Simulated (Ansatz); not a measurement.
# WC (Fm-3m): scan of the energy under strain from a Python script

Aim: a scan of the energy under strain, for WC (Fm-3m), run from a script.

Program: Ansatz 0.2.0, driven from Python. Level of theory: DFT PBE, plane waves, PAW. These are calculated values, not measurements.

## Step 1: The system

Symmetry: Fm-3m, No. 225, cubic system. The conventional cell has a = 4.385 Å, b = 4.385 Å, c = 4.385 Å, α = 90.00°, β = 90.00°, γ = 90.00°. W (site symmetry m-3m) is surrounded by 6 C at 2.19 Å. Around C (site symmetry m-3m) lie 6 W at 2.19 Å.

The script holds or builds the structure itself.

## Step 2: The code

File strain.py:

```python
import argparse

import ansatz as az
import matplotlib.pyplot as plt
import numpy as np

parser = argparse.ArgumentParser(description='Energy of WC under shear strain, ions carried with the cell.')
parser.add_argument('--smearing-width', type=float, required=True, help='smearing width (eV)')
parser.add_argument('--cutoff-ev', type=float, default=470.0, help='plane-wave cutoff (eV)')
parser.add_argument('--xc', required=True, help='exchange-correlation functional')
parser.add_argument('--mesh', type=int, nargs=3, required=True, help='k-point sampling')
args = parser.parse_args()

VECTORS = np.array([
    [0.0, 2.192684, 2.192684],
    [2.192684, 0.0, 2.192684],
    [2.192684, 2.192684, 0.0],
])
SITES = [
    ('W', (0.0, 0.0, 0.0)),
    ('C', (0.5, 0.5, 0.5)),
]


def build(cell):
    crystal = az.Crystal(lattice=az.Lattice.of(cell))
    for symbol, position in SITES:
        crystal = crystal.atom(symbol, position)
    return crystal

values = np.linspace(-0.01, 0.01, 5)
energies = []
for d in values:
    strain = np.array([[0, d / 2, 0], [d / 2, 0, 0], [0, 0, 0]])
    cell = VECTORS @ (np.eye(3) + strain)
    model = (
        build(cell).calculation()
        .occupations(az.OccupationsMethod.FERMI_DIRAC, width=args.smearing_width)
        .basis(args.cutoff_ev)
        .functional(args.xc)
        .kpoints(*args.mesh)
        .stress()
    )
    summary = model.run().report
    energies.append(summary['free_energy_ev'] / len(SITES))
    s = summary['stress_gpa']
    print(f'd = {d:+.4f}  stress xx yy zz xy (GPa, compression positive): {s[0][0]:8.3f} {s[1][1]:8.3f} {s[2][2]:8.3f} {s[0][1]:8.3f}')
energies = np.array(energies)

for value, e in zip(values, energies):
    print(f'strain {value:7.3f}   E - Emin = {1000 * (e - energies.min()):9.3f} meV/atom')
plt.figure(figsize=(4.5, 3))
plt.plot(values, 1000 * (energies - energies.min()), 'o-')
plt.xlabel('strain')
plt.ylabel('meV/atom')
plt.tight_layout()
plt.savefig('strain.png', dpi=100)
curvature = 2 * np.polyfit(values, energies, 3)[1]
volume = abs(np.linalg.det(VECTORS)) / len(SITES)
print(f'd2E/dd2 over the volume: {curvature / volume * 160.21766:.1f} GPa')
```

## Step 3: The input behind the calls

The package turns the script's settings into the engine's input (first run):

```yaml
crystal:
  lattice:
    - [-0.01096342, 2.192684, 2.192684]
    - [2.192684, -0.01096342, 2.192684]
    - [2.18172058, 2.18172058, 0.0]
  atoms:
    - { symbol: W, position: [0.0, 0.0, 0.0] }
    - { symbol: C, position: [0.5, 0.5, 0.5] }
basis:
  ecutwfc: 470.0
kpoints:
  mp_grid:
    grid: [14, 14, 14]
hamiltonian:
  xc: pbe
scf:
  occupations:
    method: fermi_dirac
    width: 0.1
output:
  stress: true
```

## Step 4: Launch

Launch:

```console
python strain.py --smearing-width 0.1 --xc PBE --mesh 14 14 14
```

**Question.** How much energy does this shear strain cost, and what curvature follows?

**Answer**, as computed:

| quantity | value |
| --- | --- |
| curvature under the strain | 96.6 GPa |
| runs compared | 5 |
| range of energy | 0.32 meV/atom |
| lowest point, strain | 0.000 |

Against the unstrained cell the energy per atom changes by +0.32 meV at one end of the scan and +0.32 meV at the other, and its second derivative over the volume is 96.6 GPa. Reading the output:
- Spin is left out of this run.
- The curvature belongs to this strain pattern and to the cell's stress; it equals a single elastic constant only for simple patterns.
- In a metal a curvature from energy changes of a few meV or less hangs on mesh and smearing, in size and even in sign.
- Spin-orbit coupling, which matters for elements this heavy, is left out.
- The structure comes from a database of computed cells and needn't be a stable or known phase.
- The ions keep their fractional positions (clamped ions).
